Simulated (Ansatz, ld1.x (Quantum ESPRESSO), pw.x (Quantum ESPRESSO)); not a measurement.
## tungsten: one change to the ultrasoft potential, in the atom and in the fcc crystal

| Quantity | Value |
| --- | --- |
| Element | W |
| Generator | ld1.x (Quantum ESPRESSO) 7.5 |
| Type | ultrasoft |
| Functional | PBE |
| Relativity | scalar-relativistic |
| Frozen core | [Xe] 4f14 |
| Valence charge | 6 |
| Reference configuration | 5d4 6s1.5 6p0 (charge +0.5) |
| Partial waves | 6s (bound): rcut 2.60, rcutus 3.00 bohr; 6s channel at 0.05 Ry: rcut 2.60, rcutus 3.00 bohr; 6p (bound, empty): rcut 2.75, rcutus 3.50 bohr; 6p channel at 4.15 Ry: rcut 2.75, rcutus 3.50 bohr; 5d (bound): rcut 2.40, rcutus 2.75 bohr; 5d channel at 3.3 Ry: rcut 2.40, rcutus 2.75 bohr |
| Local potential | all-electron potential smoothed inside 2.75 bohr (lloc = -2) |
| Core correction | Bessel-smoothed model core, default radius (core density twice the valence density) |
| Augmentation charge | PSQ, inside the norm-conserving radii |

Change: all radii but the core radius scaled by about 1.07 (s 3.20, p 3.74, d 2.94 bohr, rcut 2.78/2.94/2.56); local potential all-electron potential smoothed inside 2.94 bohr (lloc = -2).

Cutoffs, loose and tight: the cutoffs (Ry, on a coarse ladder) from which the occupation-weighted sum of valence levels, in a spherical-Bessel basis at the reference potential, stays within 10 and 1 mRy of its value at 400 Ry. They do not see the model core or the augmentation charge, which bear on the density cutoff. Test errors are all-electron minus pseudo excitation energies from the reference, over the configurations 5d4 6s2 6p0; 5d4 6s1 6p0; 5d4 6s0 6p0; 5d4 6s0 6p1; 5d4 6s0 6p2; 5d4 6s1 6p1; 5d3 6s2 6p0; variants that change the core or the reference have their own tests.

Crystal test: fcc W in pw.x 7.5, no spin, 14³ k-points, Fermi–Dirac smearing 0.01 Ry, cutoffs set for each file from its atomic test. The reference is all-electron LAPW (Ansatz 0.2.0) with the same functional, mesh and smearing; V0 and B0 come from Birch–Murnaghan fits to the pressures at five volumes. Errors are pseudo minus all-electron; Δ is the rms difference of the E(V) curves that follow from these fits, minima aligned, over ±6 % about the mean V0. Mesh and smearing are coarse, so the numbers serve the comparison and aren't converged zero-temperature values; the lattice is a test structure that the element need not adopt.

All-electron: a0 = 4.039 Å (V0 = 16.47 Å³/atom), B0 = 280.9 GPa.

Problem. Does the change bring the crystal closer to the all-electron result?

Solution. The mean pressure error goes from +9.16 to +34.84 GPa, so the change moves the solid further from the all-electron pressures.

```json
{"quantity": "outcome (atom)", "base": "generated", "changed": "generated"}
{"quantity": "cutoff, loose (atom)", "base": "12 Ry", "changed": "12 Ry"}
{"quantity": "cutoff, tight (atom)", "base": "18 Ry", "changed": "18 Ry"}
{"quantity": "bound ghosts (atom)", "base": "none", "changed": "none"}
{"quantity": "largest test error (meV) (atom)", "base": "-53", "changed": "-81"}
{"quantity": "cutoffs in pw.x (Ry)", "base": "40/320", "changed": "40/320"}
{"quantity": "a0 (Å)", "base": "4.083", "changed": "–"}
{"quantity": "a0 error (%)", "base": "+1.07", "changed": "–"}
{"quantity": "B0 error (%)", "base": "-4.8", "changed": "–"}
{"quantity": "Δ (meV/atom)", "base": "32.1", "changed": "–"}
{"quantity": "mean pressure error (GPa)", "base": "+9.16", "changed": "+34.84"}
```

A dash: not determined, or the minimum lies outside the volumes sampled.

Base: The largest radius (3.50 bohr) exceeds half the bond length (2.70 bohr), so the spheres overlap, which is one possible source of error among others. This is a poor potential for the solid. Changed file: The largest radius (3.74 bohr) exceeds half the bond length (2.70 bohr), so the spheres overlap, which is one possible source of error among others. This is a poor potential for the solid. The atomic cutoffs weigh occupied waves only.
